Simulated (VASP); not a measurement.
A run of VASP 6.6.1 is set up as follows.

The input INCAR:

```
SYSTEM = Pr
ALGO = Normal
EDIFF = 1E-7
ENCUT = 520
GGA = PE
ISIF = 2
ISMEAR = -1
ISPIN = 2
LASPH = .True.
LCHARG = .True.
LELF = .True.
LMAXMIX = 6
LORBIT = 11
LREAL = .False.
LVHAR = .True.
LWAVE = .False.
MAGMOM = 2
NBANDS = 16
NELM = 100
PREC = Accurate
SIGMA = 0.05
```

KPOINTS

```
k-points
0
Gamma
  9 9 9
  0 0 0
```

POSCAR

```
Pr
1.0
   -2.0973721543      2.0973721543      2.0973721543
    2.0973721543     -2.0973721543      2.0973721543
    2.0973721543      2.0973721543     -2.0973721543
Pr
1
Direct
    0.0000000000      0.0000000000      0.0000000000
```

Potentials or basis: VASP PAW PBE potentials, release 64 (Pr).

Run with:

```console
$ cat potpaw_PBE.64/Pr/POTCAR > POTCAR
$ mpirun -np 1 vasp_std > vasp.out
```

(1) Predict the pressure.

(2) Predict the net moment.

(3) Estimate the site moments.

Results:

(1) -1.5 GPa.

(2) 2.80 μB per cell.

(3) Pr +2.26 μB.

Caveat: the magnetic or orbital state may not be the lowest.
